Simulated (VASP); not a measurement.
The system is Mg.

```
Mg
1.0
     3.20930    0.00000    0.00000
    -1.60465    2.77934    0.00000
     0.00000    0.00000    5.21030
Mg
2
Direct
  0.66667 0.33333 0.75000
  0.33333 0.66667 0.25000
```

- Program: VASP 6.6.1
- Task: relaxation of cell and atoms
- Functional: BEEF-vdW
- Potentials or basis: VASP PAW PBE potentials, release 64 (Mg)
- Cutoff: 600 eV
- k mesh: 10 × 10 × 5
- Occupations: fermi-dirac, width 0.05 eV
- Spin: no spin polarisation

At the start: pressure -0.5 GPa; volume 23.24 Å³/atom.

Problem. Where does the relaxation end?

Solution. Over 6 steps the energy falls by 2.9 meV/atom and the volume is 22.93 Å³/atom (-1.3 %); space group P6_3/mmc (No. 194, to 0.05 Å).

The path:
| step | energy change (eV) | largest force (eV/Å) | pressure (GPa) | volume (Å³) |
| --- | --- | --- | --- | --- |
| 1 | 0.0000 | 0.0000 | -0.51 | 46.47 |
| 2 | -0.0027 | 0.0000 | -0.11 | 45.98 |
| 3 | -0.0041 | 0.0000 | 0.45 | 45.31 |
| 4 | -0.0051 | 0.0000 | 0.38 | 45.42 |
| 5 | -0.0052 | 0.0000 | 0.39 | 45.41 |
| 6 | -0.0057 | 0.0000 | 0.02 | 45.85 |

Final structure:
```xyz
2
Lattice="3.1640 0.0000 0.0000 -1.5820 2.7401 0.0000 0.0000 0.0000 5.2889" Properties=species:S:1:pos:R:3 pbc="T T T"
Mg    1.5820    0.9134    3.9667
Mg    0.0000    1.8267    1.3222
```

Caveat: the PAW data sets were made with another functional, which shifts forces and pressure a little.
